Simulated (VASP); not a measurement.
Input of a VASP 6.6.1 run:

The input INCAR:

```
SYSTEM = Cu
  PREC = Accurate
  ENCUT = 520
  EDIFF = 1E-6
  ISMEAR = 1
  SIGMA = 0.2
  LREAL = .FALSE.
  LASPH = .TRUE.
  NELM = 60
  ALGO = Fast
  ISIF = 2
  LWAVE = .FALSE.
  LCHARG = .FALSE.
  GGA = CA
  IBRION = 2
  NSW = 40
  EDIFFG = -0.01
  KPAR = 8
```

The input KPOINTS:

```
regular mesh
0
G
  14 14 1
  0 0 0
```

The input POSCAR:

```
Cu
1.0
    2.9410057550      0.0000000000      0.0000000000
    0.0000000000      2.9410057550      0.0000000000
    0.0000000000      0.0000000000     20.4000000000
Cu
5
Direct
    0.0000000000      0.0000000000      0.3676470588
    0.5000000000      0.5000000000      0.4338235294
    0.0000000000      0.0000000000      0.5000000000
    0.5000000000      0.5000000000      0.5661764706
    0.0000000000      0.0000000000      0.6323529412
```

Potentials or basis: VASP PAW LDA potentials, release 64 (Cu).

Command:

```console
$ cat potpaw_LDA.64/Cu/POTCAR > POTCAR
$ mpirun -np 8 vasp_std > vasp.out
```

**Question.** Estimate the band gap on the k mesh.

**Answer.** None (metal or under the smearing width).

**Question.** Estimate the energy gained by relaxing.

**Answer.** 30.7 meV/atom.

Final structure:
```
Cu
1.0
     2.94101    0.00000    0.00000
     0.00000    2.94101    0.00000
     0.00000    0.00000   20.40000
Cu
5
Direct
  0.00000 0.00000 0.37766
  0.50000 0.50000 0.43644
  0.00000 0.00000 0.50000
  0.50000 0.50000 0.56356
  0.00000 0.00000 0.62234
```
